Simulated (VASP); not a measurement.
# TePb (Pm-3m) in VASP: reference runs

How does TePb come out in PBE? The cell is run as given and disturbed.

All numbers are computed with VASP 6.6.1; they aren't measurements. Logs are shortened: lines on timing, memory, paths and dates and some standing lists are left out, and cuts for length are marked.

### 1 Starting point

The structure is cubic, space group Pm-3m (No. 221). The conventional cell has a = 4.002 Å, b = 4.002 Å, c = 4.002 Å, α = 90.00°, β = 90.00°, γ = 90.00°. Pb (site symmetry m-3m) has 8 Te at 3.47 Å as nearest neighbours. Te (site symmetry m-3m) has 8 Pb at 3.47 Å as nearest neighbours.

Measurements of this composition are mostly on another form, of space group No. 225.

### 2 Single point, PBE

File INCAR:

```
SYSTEM = TePb
  PREC = Accurate
  ENCUT = 520
  EDIFF = 1E-7
  ISMEAR = -1
  SIGMA = 0.05
  LREAL = .False.
  LASPH = .True.
  NELM = 80
  ALGO = Normal
  ISIF = 2
  LWAVE = .False.
  LCHARG = .False.
  GGA = PE
  NBANDS = 17
```

File KPOINTS:

```
regular mesh
0
Gamma
  7 7 7
  0 0 0
```

File POSCAR:

```
TePb
1.0
    4.0022870000      0.0000000000      0.0000000000
    0.0000000000      4.0022870000      0.0000000000
    0.0000000000      0.0000000000      4.0022870000
Pb Te
1 1
Direct
    0.0000000000      0.0000000000      0.0000000000
    0.5000000000      0.5000000000      0.5000000000
```

Potentials or basis: VASP PAW PBE potentials, release 64 (Pb_d, Te).

The run is started by

```sh
$ cat potpaw_PBE.64/Pb_d/POTCAR potpaw_PBE.64/Te/POTCAR > POTCAR
$ mpirun -np 1 vasp_std > vasp.out
```

OUTCAR:

```text
SYSTEM = TePb
   PREC = Accurate
   ENCUT = 520
   EDIFF = 1E-7
   ISMEAR = -1
   LREAL = .False.
   LASPH = .True.
   NELM = 80
   ISIF = 2
   GGA = PE

 ion  position               nearest neighbor table
   1  0.000  0.000  0.000-   2 3.47   2 3.47   2 3.47   2 3.47   2 3.47   2 3.47   2 3.47   2 3.47

   2  0.500  0.500  0.500-   1 3.47   1 3.47   1 3.47   1 3.47   1 3.47   1 3.47   1 3.47   1 3.47

  LATTYP: Found a simple cubic cell.
 ALAT       =     4.0022870000

  Lattice vectors:

 A1 = (   4.0022870000,   0.0000000000,   0.0000000000)
 A2 = (   0.0000000000,   4.0022870000,   0.0000000000)
 A3 = (   0.0000000000,   0.0000000000,   4.0022870000)

Analysis of symmetry for initial positions (statically):
=====================================================================
 Subroutine PRICEL returns:
 Original cell was already a primitive cell.

 Routine SETGRP: Setting up the symmetry group for a
 simple cubic supercell.

 Subroutine GETGRP returns: Found 48 space group operations
 (whereof 48 operations were pure point group operations)
 out of a pool of 48 trial point group operations.

The static configuration has the point symmetry O_h .

Analysis of symmetry for dynamics (positions and initial velocities):
=====================================================================
 Subroutine PRICEL returns:
 Original cell was already a primitive cell.

 Routine SETGRP: Setting up the symmetry group for a
 simple cubic supercell.

 Subroutine GETGRP returns: Found 48 space group operations
 (whereof 48 operations were pure point group operations)
 out of a pool of 48 trial point group operations.

The dynamic configuration has the point symmetry O_h .

 Subroutine INISYM returns: Found 48 space group operations
 (whereof 48 operations are pure point group operations),
 and found     1 'primitive' translations

----------------------------------------------------------------------------------------

                                     Primitive cell

  volume of cell :      64.1098

  direct lattice vectors                    reciprocal lattice vectors
     4.002287000  0.000000000  0.000000000     0.249857144  0.000000000  0.000000000
     0.000000000  4.002287000  0.000000000     0.000000000  0.249857144  0.000000000
     0.000000000  0.000000000  4.002287000     0.000000000  0.000000000  0.249857144

  length of vectors
     4.002287000  4.002287000  4.002287000     0.249857144  0.249857144  0.249857144

  position of ions in fractional coordinates (direct lattice)
     0.000000000  0.000000000  0.000000000
     0.500000000  0.500000000  0.500000000

  ion indices of the primitive-cell ions
   primitive index   ion index
                 1           1
                 2           2

----------------------------------------------------------------------------------------

 KPOINTS: regular mesh

Automatic generation of k-mesh.
 Grid dimensions read from file:
 generate k-points for:    7    7    7

 Generating k-lattice:

  Cartesian coordinates                     Fractional coordinates (reciprocal lattice)
     0.035693878  0.000000000  0.000000000     0.142857143  0.000000000  0.000000000
     0.000000000  0.035693878  0.000000000     0.000000000  0.142857143  0.000000000
     0.000000000  0.000000000  0.035693878     0.000000000  0.000000000  0.142857143

  Length of vectors
     0.035693878  0.035693878  0.035693878

  Shift w.r.t. Gamma in fractional coordinates (k-lattice)
     0.000000000  0.000000000  0.000000000

 Subroutine IBZKPT returns following result:
 ===========================================

 Found     20 irreducible k-points:

 Following reciprocal coordinates:
            Coordinates               Weight
  0.000000  0.000000  0.000000      1.000000
  0.142857  0.000000  0.000000      6.000000
  0.285714  0.000000  0.000000      6.000000
  0.428571  0.000000  0.000000      6.000000
  0.142857  0.142857  0.000000     12.000000
  0.285714  0.142857  0.000000     24.000000
[... 12 lines left out ...]
  0.428571  0.428571  0.285714     24.000000
  0.428571  0.428571  0.428571      8.000000
   k-points           NKPTS =     20   k-points in BZ     NKDIM =     20   number of bands    NBANDS=     17
   number of dos      NEDOS =    301   number of ions     NIONS =      2
   total plane-waves  NPLWV =  27000
   dimension x,y,z NGX =    30 NGY =   30 NGZ =   30
   dimension x,y,z NGXF=    60 NGYF=   60 NGZF=   60
   ions per type =               1   1
   NGX,Y,Z   is equivalent  to a cutoff of  12.46, 12.46, 12.46 a.u.
   NGXF,Y,Z  is equivalent  to a cutoff of  24.92, 24.92, 24.92 a.u.
 SYSTEM =  TePb
   PREC   = accura    normal or accurate (medium, high low for compatibility)
   ISTART =      0    job   : 0-new  1-cont  2-samecut
   ICHARG =      2    charge: 1-file 2-atom 10-const
   ISPIN  =      1    spin polarized calculation?
   LNONCOLLINEAR =      F non collinear calculations
   LSORBIT =      F    spin-orbit coupling
   LASPH  =      T    aspherical Exc in radial PAW
   ENCUT  =  520.0 eV  38.22 Ry    6.18 a.u.   7.44  7.44  7.44*2*pi/ulx,y,z
   NELM   =     80;   NELMIN=  2; NELMDL= -5     # of ELM steps
   EDIFF  = 0.1E-06   stopping-criterion for ELM
   LREAL  =      F    real-space projection
   EDIFFG = 0.1E-05   stopping-criterion for IOM
   NSW    =      0    number of steps for IOM
   IBRION =     -1    ionic relax: 0-MD 1-quasi-New 2-CG
   NFREE  =      0    steps in history (QN), initial steepest desc. (CG)
   ISIF   =      2    stress and relaxation
   ISYM   =      2    0-nonsym 1-usesym 2-fastsym
   POTIM  = 0.5000    time-step for ionic-motion
   TEBEG  =    0.0;   TEEND  =   0.0 temperature during run
   PSTRESS=    0.0 pullay stress
   NELECT =      20.0000    total number of electrons
   NUPDOWN=      -1.0000    fix difference up-down
   EMIN   =  10.00;   EMAX   =-10.00  energy-range for DOS
   EFERMI =   0.00;   METHOD = LEGACY
   ISMEAR =    -1;   SIGMA  =   0.05  broadening in eV -4-tet -1-fermi 0-gaus
   EFERMI_NEDOS =   21; number of points for ismear=-14 and -15
   IALGO  =     38    algorithm
   IMIX   =      4    mixing-type and parameters
     AMIX     =   0.40;   BMIX     =  1.00
     AMIX_MAG =   1.60;   BMIX_MAG =  1.00
  volume/ion in A,a.u.               =      32.05       216.32
  Fermi-wavevector in a.u.,A,eV,Ry     =   1.110307  2.098177 16.773027  1.232783
  Thomas-Fermi vector in A             =   2.246857
   LORBIT       =      0    0 simple, 1 ext, 2 COOP (PROOUT), +10 PAW based schemes
   GGA     = PE    functional components
[... 5 lines left out ...]
 non-spin polarized calculation
  energy-cutoff  :      520.00
  volume of cell :       64.11
 maximum number of plane-waves:      1751
 NGX is ok and might be reduce to    30
   NGX = 15   NGY = 15   NGZ = 15

 number of electron      20.0000009 magnetization

 Free energy of the ion-electron system (eV)
  ---------------------------------------------------
  ext. energy  EPLUGINS =         0.00000000
  ---------------------------------------------------
  free energy    TOTEN  =        -7.06110274 eV

  energy without entropy =       -7.04749696  energy(sigma->0) =       -7.05429985

 E-fermi :   6.3840     XC(G=0):  -9.6830

 val. band max:        6.3115625462   @ k =   0.1429   0.1429   0.1429
 cond. band min:       6.3868606644   @ k =   0.4286   0.2857   0.0000
 fundamental gap:      0.0752981182
 Fermi energy:         6.3839911650

 k-point     1 :       0.0000    0.0000    0.0000
  band No.  band energies     occupation
      1     -10.7735      2.00000
      2     -10.7735      2.00000
      3     -10.6905      2.00000
      4     -10.6905      2.00000
      5     -10.6905      2.00000
      6      -5.7739      2.00000
[... 9 lines left out ...]
     16      16.3438      0.00000
     17      17.4050      0.00000

 k-point     2 :       0.1429    0.0000    0.0000
  band No.  band energies     occupation
      1     -10.7728      2.00000
      2     -10.7604      2.00000
      3     -10.6952      2.00000
      4     -10.6952      2.00000
      5     -10.6901      2.00000
      6      -5.6121      2.00000
[... 9 lines left out ...]
     16      16.4254      0.00000
     17      16.7839      0.00000

 k-point     3 :       0.2857    0.0000    0.0000
  band No.  band energies     occupation
      1     -10.7713      2.00000
      2     -10.7313      2.00000
      3     -10.7059      2.00000
      4     -10.7059      2.00000
      5     -10.6894      2.00000
      6      -5.1533      2.00000
[... 9 lines left out ...]
     16      14.6940      0.00000
     17      16.9706      0.00000

 k-point     4 :       0.4286    0.0000    0.0000
  band No.  band energies     occupation
      1     -10.7701      2.00000
      2     -10.7144      2.00000
      3     -10.7144      2.00000
      4     -10.7080      2.00000
      5     -10.6888      2.00000
      6      -4.5645      2.00000
[... 9 lines left out ...]
     16      16.9735      0.00000
     17      17.8060      0.00000
[... 263 lines left out ...]
      1     -10.7373      2.00000
      2     -10.7311      2.00000
      3     -10.7200      2.00000
      4     -10.7045      2.00000
      5     -10.6807      2.00000
      6      -3.7786      2.00000
[... 9 lines left out ...]
     16      15.9366      0.00000
     17      18.2400      0.00000

 k-point    19 :       0.4286    0.4286    0.2857
  band No.  band energies     occupation
      1     -10.7469      2.00000
      2     -10.7302      2.00000
      3     -10.7295      2.00000
      4     -10.6921      2.00000
      5     -10.6674      2.00000
      6      -3.5545      2.00000
[... 9 lines left out ...]
     16      17.4561      0.00000
     17      18.6429      0.00000

 k-point    20 :       0.4286    0.4286    0.4286
  band No.  band energies     occupation
      1     -10.7423      2.00000
      2     -10.7405      2.00000
      3     -10.7405      2.00000
      4     -10.6669      2.00000
      5     -10.6669      2.00000
      6      -3.3973      2.00000
[... 9 lines left out ...]
     16      18.8055      0.00000
     17      20.7968      0.00000

------------------------ aborting loop because EDIFF is reached ----------------------------------------

  FORCE on cell =-STRESS in cart. coord.  units (eV):
  Direction    XX          YY          ZZ          XY          YZ          ZX
  --------------------------------------------------------------------------------------
  -------------------------------------------------------------------------------------
  Total       -0.0190628     -0.0190628     -0.0190628     -0.0000000      0.0000000     -0.0000000
  in kB       -0.4764017     -0.4764017     -0.4764017     -0.0000000      0.0000000     -0.0000000
  external PRESSURE =      -0.4764017 kB  Pullay stress =       0.0000000 kB

 VOLUME and BASIS-vectors are now :
 -----------------------------------------------------------------------------
  energy-cutoff  :      520.00
  volume of cell :       64.11
      direct lattice vectors                 reciprocal lattice vectors
     4.002287000  0.000000000  0.000000000     0.249857144  0.000000000  0.000000000
     0.000000000  4.002287000  0.000000000     0.000000000  0.249857144  0.000000000
     0.000000000  0.000000000  4.002287000     0.000000000  0.000000000  0.249857144

 POSITION                                       TOTAL-FORCE (eV/Angst)
 -----------------------------------------------------------------------------------
      0.00000      0.00000      0.00000         0.000000      0.000000      0.000000
      2.00114      2.00114      2.00114         0.000000      0.000000      0.000000
 -----------------------------------------------------------------------------------
    total drift:                                0.000000     -0.000000     -0.000000

  FREE ENERGIE OF THE ION-ELECTRON SYSTEM (eV)
  ---------------------------------------------------
  free  energy   TOTEN  =        -7.0611027438 eV

  energy  without entropy=       -7.0474969589  energy(sigma->0) =       -7.05429985
```

Run time: 13 s. Hardware: 1 thread of Intel Xeon 6975P-C (Granite Rapids), shared host; peak memory 0.17 GiB.

Results:

```
Free energy            : -7.0611 eV
Pressure               : 0.0 GPa
Band gap on the k mesh : none (metal or under the smearing width)
```

Levels at points of the mesh, in eV from the Fermi level:
```
           k point  band 6  band 7  band 8  band 9  band 10  band 11  band 12  band 13  band 14  band 15
(0.00, 0.00, 0.00)  -12.16   -6.78   -1.56   -1.56    -1.56     4.01     4.01     5.24     5.24     5.24
```

The run has no spin-orbit coupling, so splittings on Pb, Te are missing.

### 3 Single point, PBE (atoms moved at random, drawn with an rms of 0.05 Å)

File INCAR:

```
PREC     = Accurate       # precision mode
ENCUT    = 520            # plane-wave cutoff, eV
EDIFF    = 1E-7           # SCF threshold, eV
ISMEAR   = -1             # smearing method
SIGMA    = 0.05           # smearing width, eV
LREAL    = False          # projectors in reciprocal space
LASPH    = True           # aspherical terms in the spheres
NELM     = 60             # most SCF steps
ALGO     = Normal         # electronic algorithm
ISIF     = 2              # what is computed and relaxed
LWAVE    = False          # write WAVECAR
LCHARG   = False          # write CHGCAR
GGA      = PE             # functional
NBANDS   = 17             # bands
```

File KPOINTS:

```
Automatic mesh
0
Gamma
  7 7 7
```

File POSCAR:

```
TePb
1.0
    4.0022870000      0.0000000000      0.0000000000
    0.0000000000      4.0022870000      0.0000000000
    0.0000000000      0.0000000000      4.0022870000
Pb Te
1 1
Direct
   -0.0096090000      0.0075940000     -0.0102770000
    0.4833350000      0.4970930000      0.4993410000
```

Potentials or basis: VASP PAW PBE potentials, release 64 (Pb_d, Te).

The run is started by

```sh
$ cat potpaw_PBE.64/Pb_d/POTCAR potpaw_PBE.64/Te/POTCAR > POTCAR
$ mpirun -np 1 vasp_std > vasp.out
```

It took 88 s on 1 thread of Intel Xeon 6975P-C (Granite Rapids), shared host; peak memory 0.31 GiB.

It converged, with:

```yaml
Free_energy: -7.0623 eV
Pressure: 0.0 GPa
Largest_force: 0.037 eV/Å
Band_gap_on_the_k_mesh: none (metal or under the smearing width)
```

Forces in eV/Å, atoms in the order of the input:
```
Pb   0.016  0.024 -0.022
Te  -0.016 -0.024  0.022
```

Levels at points of the mesh, in eV from the Fermi level:
| k point | band 7 | band 8 | band 9 | band 10 | band 11 | band 12 | band 13 | band 14 |
| --- | --- | --- | --- | --- | --- | --- | --- | --- |
| (0.00, 0.00, 0.00) | -6.77 | -1.57 | -1.56 | -1.56 | 3.98 | 3.99 | 5.25 | 5.27 |

Spin-orbit coupling is left out, which matters for the levels of Pb, Te.
